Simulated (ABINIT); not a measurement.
# Na (P6_3/mmc) in ABINIT: optical spectrum with LDA

Aim: the optical spectrum of Na with LDA.

Program: ABINIT 10.8.3 (patched build). These are calculated values, not measurements. Logs are shortened: lines on timing, memory, paths and dates and some standing lists are left out, and cuts for length are marked. The log counts tension as positive stress, the text compression.

## (1) The crystal as given

Symmetry: P6_3/mmc, No. 194, hexagonal system. Conventional cell: a = 3.767 Å, b = 3.767 Å, c = 6.154 Å, α = 90.00°, β = 90.00°, γ = 120.00°. Around Na (site symmetry -6m2) lie 12 Na at 3.77 Å.

This isn't the form of Na at room conditions, which is bcc.

## (2) Optical spectrum, LDA

Input file run.abi:

```
# Datasets
ndtset 3

# Pseudopotentials
pp_dirpath "./"
pseudos "Na.upf"

# Structure
acell 3.767 3.767 6.154 Angstrom
rprim
     1.0000000000     0.0000000000     0.0000000000
    -0.5000000000     0.8660254038     0.0000000000
     0.0000000000     0.0000000000     1.0000000000
ntypat 1
znucl 11
natom 2
typat 1 1
xred
            2/3            1/3            3/4
            1/3            2/3            1/4

# Plane-wave basis
ecut 40.0

# k points
ngkpt 12 12 8
nshiftk 1
shiftk 0.0 0.0 0.5
istwfk *1

# Exchange and correlation
ixc 7

# Bands and occupations
occopt 4
tsmear 0.136 eV

# SCF cycle
nstep 80

# Output
iomode 3
prteig 0
prtebands 0

# Dataset 1: ground state
nband1 13
tolvrs1 1.0e-12
prtden1 1
prtwf1 0
kptopt1 1

# Dataset 2: empty bands at fixed density
iscf2 -3
getden2 1
nband2 25
nbdbuf2 4
tolwfr2 1.0e-12
nstep2 120
prtden2 0
kptopt2 1

# Dataset 3: wave functions and velocity matrix elements in the full zone
optdriver3 8
wfk_task3 "wfk_optics_fullbz"
getwfk3 2
nband3 21
kptopt3 1
prtevk3 1
inclvkb3 2
```

Input file optic.abi:

```
&FILES
 ddkfile_1 = 'runo_DS3_1_EVK.nc',
 ddkfile_2 = 'runo_DS3_2_EVK.nc',
 ddkfile_3 = 'runo_DS3_3_EVK.nc',
 wfkfile = 'runo_DS3_WFK.nc'
/
&PARAMETERS
 broadening = 0.001837,
 domega = 0.002,
 maxomega = 0.8,
 scissor = 0.000000,
 tolerance = 0.002
/
&COMPUTATIONS
 num_lin_comp = 2,
 lin_comp = 11,33,
 num_nonlin_comp = 0
/
```

Potentials or basis: PseudoDojo NC SR LDA v0.4.1 standard.

The run is started by

```sh
$ mpirun --bind-to none -np 4 abinit run.abi > log 2>&1
$ optic optic.abi > optic.log 2>&1
```

run.abo:

```text
.Version 10.8.3 of ABINIT
 DATASET    1 : space group P6_3/m m c (#194); Bravais hP (primitive hexag.)
================================================================================
 Values of the parameters that define the memory need for DATASET  1.
     intxc =       0    ionmov =       0      iscf =       7    lmnmax =       4
     lnmax =       4     mgfft =      72  mpssoang =       2    mqgrid =    3311
     natom =       2  nloc_mem =       1    nspden =       1   nspinor =       1
    nsppol =       1      nsym =      24    n1xccc =       0    ntypat =       1
    occopt =       4   xclevel =       1
       mpw =        6201          nfft =      145800          nkpt =          76
================================================================================
================================================================================
[... 13 lines left out ...]
 DATASET    3 : space group P6_3/m m c (#194); Bravais hP (primitive hexag.)
================================================================================
 Values of the parameters that define the memory need for DATASET  3.
     intxc =       0    ionmov =       0      iscf =       7    lmnmax =       4
     lnmax =       4     mgfft =      72  mpssoang =       2    mqgrid =    3311
     natom =       2  nloc_mem =       1    nspden =       1   nspinor =       1
    nsppol =       1      nsym =      24    n1xccc =       0    ntypat =       1
    occopt =       4   xclevel =       1
       mpw =        6201          nfft =      145800          nkpt =          76
================================================================================
================================================================================

--------------------------------------------------------------------------------
------------- Echo of variables that govern the present computation ------------
--------------------------------------------------------------------------------
 -outvars: echo values of preprocessed input variables --------
            acell      7.1185983163E+00  7.1185983163E+00  1.1629374579E+01 Bohr
              amu      2.29897680E+01
             ecut      4.00000000E+01 Hartree
           getden1          0
           getden2          1
           getden3          0
           getwfk1          0
           getwfk2          0
           getwfk3          2
             iscf1          7
             iscf2         -3
             iscf3          7
              ixc           7
           jdtset        1    2    3
                       outvar_i_n : Printing only first  50 k-points.
         kptrlatt       12    0    0      0   12    0      0    0    8
          kptrlen      8.54231798E+01
            natom           2
            nband1         13
            nband2         25
            nband3         21
           nbdbuf1          0
           nbdbuf2          4
           nbdbuf3          0
           ndtset           3
            ngfft          45      45      72
             nkpt          76
            nstep1         80
            nstep2        120
            nstep3         80
             nsym          24
           ntypat           1
                       prtocc : prtvol=0, do not print more k-points.
                       prtocc : prtvol=0, do not print more k-points.
                       prtocc : prtvol=0, do not print more k-points.
           occopt           4
        optdriver1          0
        optdriver2          0
        optdriver3          8
           prtden1          1
           prtden2          0
           prtden3          1
        prtebands           0
           prteig           0
           prtevk1          0
           prtevk2          0
           prtevk3          1
            prtwf1          0
            prtwf2          1
            prtwf3          1
            rprim      1.0000000000E+00  0.0000000000E+00  0.0000000000E+00
                      -5.0000000000E-01  8.6602540380E-01  0.0000000000E+00
                       0.0000000000E+00  0.0000000000E+00  1.0000000000E+00
           shiftk      0.00000000E+00  0.00000000E+00  5.00000000E-01
          spgroup         194
           tolvrs1     1.00000000E-12
           tolvrs2     0.00000000E+00
           tolvrs3     0.00000000E+00
           tolwfr1     0.00000000E+00
           tolwfr2     1.00000000E-12
           tolwfr3     0.00000000E+00
           tsmear      4.99790782E-03 Hartree
            typat      1  1
         wfk_task1          0
         wfk_task2          0
         wfk_task3          7
                       outvars : Printing only first  50 k-points.
           xangst      1.8835000000E+00  1.0874392320E+00  4.6155000000E+00
                       8.6964423971E-17  2.1748784641E+00  1.5385000000E+00
            xcart      3.5592991581E+00  2.0549623271E+00  8.7220309341E+00
                       1.6433894400E-16  4.1099246542E+00  2.9073436447E+00
             xred      6.6666666667E-01  3.3333333333E-01  7.5000000000E-01
[... 209 lines left out ...]
  7.73E-13  6.18E-13  3.30E-13  5.09E-13  2.54E-13  1.33E-12  7.51E-13  7.20E-07
  3.22E-05
 -1.9133E+00 -1.9132E+00 -9.0353E-01 -9.0249E-01 -9.0249E-01 -9.0234E-01
 -9.0233E-01 -9.0233E-01 -1.0272E-01  2.4586E-02  6.1927E-02  3.7884E-01
  3.7884E-01  3.8820E-01  3.8820E-01  3.9238E-01  4.3975E-01  4.4087E-01
  4.9034E-01  4.9034E-01  4.9077E-01  4.9971E-01  4.9971E-01  5.4135E-01
  5.4148E-01
 prteigrs : prtvol=0 or 1, do not print more k-points.

--- !ResultsGS
iteration_state: {dtset: 2, }
comment   : Summary of ground state results
lattice_vectors:
- [  7.1185983,   0.0000000,   0.0000000, ]
- [ -3.5592992,   6.1648870,   0.0000000, ]
- [  0.0000000,   0.0000000,  11.6293746, ]
lattice_lengths: [   7.11860,    7.11860,   11.62937, ]
lattice_angles: [ 90.000,  90.000, 120.000, ] # degrees, (23, 13, 12)
lattice_volume:   5.1035922E+02
convergence: {deltae:  0.000E+00, res2:  0.000E+00, residm:  9.955E-13, diffor:  0.000E+00, }
etotal    :  -9.12277459E+01
entropy   :   0.00000000E+00
fermie    :   1.46724257E-02
cartesian_stress_tensor: null
pressure_GPa: null
xred      :
- [  6.6667E-01,   3.3333E-01,   7.5000E-01, Na]
- [  3.3333E-01,   6.6667E-01,   2.5000E-01, Na]
cartesian_forces: null
force_length_stats: {min: null, max: null, mean: null, }
...

 Integrated electronic density in atomic spheres:
 ------------------------------------------------
 Atom  Sphere_radius  Integrated_density
    1        2.00000          7.94371763
    2        2.00000          7.94371763
================================================================================

 ----iterations are completed or convergence reached----

 Mean square residual over all n,k,spin=   32.123E-14; max=  99.552E-14
 reduced coordinates (array xred) for    2 atoms
       0.666666666667      0.333333333333      0.750000000000
       0.333333333333      0.666666666667      0.250000000000

 cartesian coordinates (angstrom) at end:
    1      1.88350000000000     1.08743923203820     4.61550000000000
    2      0.00000000000000     2.17487846407640     1.53850000000000
 length scales=  7.118598316295  7.118598316295 11.629374578836 bohr
              =  3.767000000000  3.767000000000  6.154000000000 angstroms
 Eigenvalues (hartree) for nkpt=  76  k points:
 kpt#   1, nband= 25, wtk=  0.00174, kpt=  0.0000  0.0000  0.0625 (reduced coord)
  -1.91331   -1.91325   -0.90353   -0.90249   -0.90249   -0.90234   -0.90233   -0.90233
  -0.10272    0.02459    0.06193    0.37884    0.37884    0.38820    0.38820    0.39238
   0.43975    0.44087    0.49034    0.49034    0.49077    0.49971    0.49971    0.54135
   0.54148
      occupation numbers for kpt#   1
   2.00000    2.00000    2.00000    2.00000    2.00000    2.00000    2.00000    2.00000
   2.00000    0.00449    0.00000    0.00000    0.00000    0.00000    0.00000    0.00000
   0.00000    0.00000    0.00000    0.00000    0.00000    0.00000    0.00000    0.00000
   0.00000
 prteigrs : prtvol=0 or 1, do not print more k-points.

--- !EnergyTerms
iteration_state     : {dtset: 2, }
comment             : Components of total free energy in Hartree
kinetic             :  5.53825594307474E+01
hartree             :  4.06337487907413E+01
xc                  : -1.32868399945867E+01
Ewald energy        : -3.68829376011855E+01
psp_core            :  6.61203916314996E-01
local_psp           : -1.08064727655597E+02
non_local_psp       : -2.96707391763398E+01
internal            : -9.12277322899053E+01
'-kT*entropy'       : -1.31954356448128E-05
total_energy        : -9.12277454853409E+01
...

--- !EnergyTermsDC
iteration_state     : {dtset: 2, }
comment             : '"Double-counting" decomposition of free energy'
band_energy         : -1.85494542258162E+01
Ewald energy        : -3.68829376011855E+01
psp_core            :  6.61203916314996E-01
xc_dc               : -3.64565447660691E+01
internal            : -9.12277326767557E+01
'-kT*entropy'       : -1.31954356448128E-05
total_energy_dc     : -9.12277458721913E+01
...

================================================================================
== DATASET  3 ==================================================================

--- !DatasetInfo
iteration_state: {dtset: 3, }
dimensions: {natom: 2, nkpt: 76, mband: 21, nsppol: 1, nspinor: 1, nspden: 1, mpw: 6201, }
cutoff_energies: {ecut:  40.0, pawecutdg:  -1.0, }
electrons: {nelect:   1.80000000E+01, charge:   0.00000000E+00, occopt:   4.00000000E+00, tsmear:   4.99790782E-03, }
meta: {optdriver: 8, wfk_task: 7, }
...

 mkfilename : getwfk/=0, take file _WFK from output of DATASET   2.

 Exchange-correlation functional for the present dataset will be:
  LDA: Perdew-Wang 92 LSD fit to Ceperley-Alder data - ixc=7
  J.P.Perdew and Y.Wang, PRB 45, 13244 (1992)

--------------------------------------------------------------------------------

 Computation of velocity matrix elements (DDK)

 Parameters extracted from the Abinit header:
    ecut:     40.0
    nkpt:    1152
    mband:   25
    nsppol:  1
    nspinor: 1
    useylm:  0
    inclvkb: 2
    bmin: 1, bmax: 25
    Computing diagonal and off-diagonal matrix elements
    Between band index bmin: 1, bmax: 25

== END DATASET(S) ==============================================================
================================================================================

 -outvars: echo values of variables after computation  --------
            acell      7.1185983163E+00  7.1185983163E+00  1.1629374579E+01 Bohr
           etotal1    -9.1227745872E+01
           etotal2    -9.1227745872E+01
           etotal3     0.0000000000E+00
            fcart1    -0.0000000000E+00 -0.0000000000E+00 -0.0000000000E+00
                      -0.0000000000E+00 -0.0000000000E+00 -0.0000000000E+00
            fcart3     0.0000000000E+00  0.0000000000E+00  0.0000000000E+00
                       0.0000000000E+00  0.0000000000E+00  0.0000000000E+00
            rprim      1.0000000000E+00  0.0000000000E+00  0.0000000000E+00
                      -5.0000000000E-01  8.6602540380E-01  0.0000000000E+00
                       0.0000000000E+00  0.0000000000E+00  1.0000000000E+00
           strten1     3.1610333497E-05  3.1610333450E-05  3.6938127168E-05
                       0.0000000000E+00  0.0000000000E+00  0.0000000000E+00
           strten3     0.0000000000E+00  0.0000000000E+00  0.0000000000E+00
                       0.0000000000E+00  0.0000000000E+00  0.0000000000E+00
           xangst      1.8835000000E+00  1.0874392320E+00  4.6155000000E+00
                       8.6964423971E-17  2.1748784641E+00  1.5385000000E+00
             xred      6.6666666667E-01  3.3333333333E-01  7.5000000000E-01
                       3.3333333333E-01  6.6666666667E-01  2.5000000000E-01
 Calculation completed.
```

Run time: 1.7 min. Hardware: 4 MPI ranks of Arm Neoverse V2, shared host; peak memory 3.6 GiB.

Results:

- Free energy: -2482.4334 eV
- Pressure: -1.0 GPa

Dielectric function (mean over the directions given):
| energy (eV) | real part | imaginary part |
| --- | --- | --- |
| 0.33 | 1.05 | 0.00 |
| 1.31 | 1.01 | 0.01 |
| 2.29 | 1.05 | 0.01 |
| 3.37 | 1.05 | 0.01 |
| 4.35 | 1.03 | 0.01 |
| 5.44 | 1.02 | 0.01 |
| 6.42 | 1.03 | 0.01 |
| 7.51 | 1.02 | 0.01 |
| 8.49 | 1.03 | 0.01 |
| 9.58 | 1.02 | 0.01 |
| 10.56 | 1.02 | 0.01 |
| 11.65 | 1.02 | 0.00 |
| 12.63 | 1.02 | 0.01 |
| 13.71 | 1.02 | 0.01 |
| 14.69 | 1.03 | 0.01 |
| 15.78 | 1.03 | 0.01 |
| 16.76 | 1.03 | 0.00 |
| 17.85 | 1.03 | 0.00 |
| 18.83 | 1.03 | 0.00 |
| 19.92 | 1.03 | 0.00 |

Caveat: the intraband (Drude) term is left out; spectra need much finer meshes, so this one isn't converged; independent-particle spectra lack excitons.
